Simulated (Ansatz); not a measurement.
A run of Ansatz 0.2.0 is set up as follows.

File input.yaml:

```yaml
crystal:
  lattice:
    - [-1.569037, 1.569037, 1.569037]
    - [1.569037, -1.569037, 1.569037]
    - [1.569037, 1.569037, -1.569037]
  atoms:
    - { symbol: Zn, position: [0.0, 0.0, 0.0] }
hamiltonian:
  xc: pbe
  pseudopotentials: { kind: paw }
kpoints:
  mp_grid: { grid: [12, 12, 12] }
scf:
  occupations: { method: gaussian, width: 0.014 }
output:
  forces: true
  stress: true
  eigenvalues: true
  write_density: true
  write_potential: true
  elf: true
  volumetric_format: npy
```

Potentials or basis: Ansatz PAW.

Launch:

```console
$ ansatz run input.yaml --threads 2 --pin off --max-ram 5632MiB --backend cpu --events-out ev --progress --plain --runs-dir out
```

Q: Estimate the band gap on the k mesh.

A: None (metal or under the smearing width).

Q: What does it give for the pressure?

A: -0.2 GPa.
